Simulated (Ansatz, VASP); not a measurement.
**One calculation of Si, two programs**

The input INCAR:

```
SYSTEM = Si
ALGO = Normal
EDIFF = 1E-6
ENCUT = 520
GGA = PE
ISIF = 2
ISMEAR = -1
LASPH = .True.
LCHARG = .False.
LREAL = .False.
LWAVE = .False.
NBANDS = 11
NELM = 80
PREC = Accurate
SIGMA = 0.08
```

The input KPOINTS:

```
k-points
0
Gamma
  11 11 11
  0 0 0
```

The input POSCAR:

```
Si
1.0
    0.0000000000      2.7154700000      2.6340059000
    2.7154700000      0.0000000000      2.6340059000
    2.7154700000      2.7154700000      0.0000000000
Si
2
Direct
    0.5000000000      0.5000000000      0.5000000000
    0.7500000000      0.7500000000      0.7500000000
```

Input for Ansatz:

```yaml
crystal:
  lattice:
    - [0.0, 2.71547, 2.6340059]
    - [2.71547, 0.0, 2.6340059]
    - [2.71547, 2.71547, 0.0]
  atoms:
    - { symbol: Si, position: [0.5, 0.5, 0.5] }
    - { symbol: Si, position: [0.75, 0.75, 0.75] }
kpoints:
  mp_grid: { grid: [11, 11, 11] }
  band_path:
    path:
      - [0.0, 0.0, 0.0]
      - [0.0, 0.5, 0.5]
      - [0.25, 0.75, 0.5]
      - [0.0, 0.5, 0.0]
      - [0.0, 0.0, 0.0]
      - [0.5, 0.5, 0.0]
      - [0.3828515251, 0.6171484749, 0.0]
      - [-0.3828515251, 0.3828515251, 0.0]
      - [0.0, 0.0, 0.0]
    npoints: 5
scf:
  occupations: { method: fermi_dirac, width: 0.08 }
hamiltonian:
  xc: pbe
  pseudopotentials: { kind: all_electron, lapw: { basis_error: 0.00025 } }
output:
  forces: true
  stress: true
  eigenvalues: true
```

Change from the starting cell: zz strain of -3 %.

Alike in both runs: task single point; functional PBE; k mesh 11 × 11 × 11; occupations fermi-dirac, width 0.08 eV; no spin polarisation.

|  | VASP | Ansatz |
| --- | --- | --- |
| version | VASP 6.6.1 | Ansatz 0.2.0 |
| potentials or method | VASP PAW PBE potentials, release 64 (Si) | all-electron LAPW, scalar-relativistic |
| plane-wave cutoff (eV) | 520 | see its input |

Ansatz gave:

```
pressure (GPa)                                  : 5.1
largest component of the traceless stress (GPa) : 1.82
```

Task: Estimate VASP's values.

Result: Pressure (GPa): 5.0; largest component of the traceless stress (GPa): 1.82.

Ansatz ran all-electron here, so the differences hold the error of VASP's frozen core and of both bases.

Caveats: an odd mesh through Γ misses points on the zone boundary, where band edges often lie.
